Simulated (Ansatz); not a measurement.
Reaction (formal exchange of groups at a C–C bond): `FC(F)C(F)(F)F` + `[GaH3]` → `F[CH](F)[GaH2]` + `FC(F)F`

Calculated with Ansatz (gas phase, PBE0-D4/def2-TZVP geometries, no zero-point term in ΔE). CCSD(T)/CBS is the MP2 limit (def2-TZVPP, def2-QZVPP) plus CCSD(T) − MP2 in def2-TZVPP, frozen cores. This one scheme is used for every species. DFT in def2-TZVPP. For Ga outer-core shells are correlated without core-valence functions, which leaves a few kJ/mol of doubt a bond. Scalar relativity is left out up to krypton.

```
             level  ΔE (kJ/mol)  difference from CCSD(T)/CBS
           PBE0-D4          3.0                          3.6
        r2SCANh-D4          8.3                          8.9
      CAM-B3LYP-D4          3.4                          4.0
          PBE-QIDH          6.1                          6.7
           r2SCANh          7.9                          8.5
             BHLYP          4.4                          5.0
RPA@PBE/def2-TZVPP          3.1                          3.7
      MP2/def2-SVP         18.1                         18.7
     CCSD/def2-SVP         19.1                         19.7
SCS-MP2/def2-QZVPP         -1.6                         -1.0
       CCSD(T)/CBS         -0.6                            0
```

Largest T1 diagnostic among the species: 0.013.

From BLYP to BHLYP (50 % exact exchange), in def2-TZVPP and without D4, ΔE moves by +19.4 kJ/mol. Leaving LDA and LC-ωPBE aside and taking each functional with its dispersion term where it has one, the values, not all of them listed here, spread over 30.7 kJ/mol, from BLYP-D4 to B97M-V. LDA lies +19.0 kJ/mol from PBE without D4.

CCSD(T)/CBS has its own doubt, a few kJ/mol and more with outer-core shells, so smaller differences from it don't rank the levels.
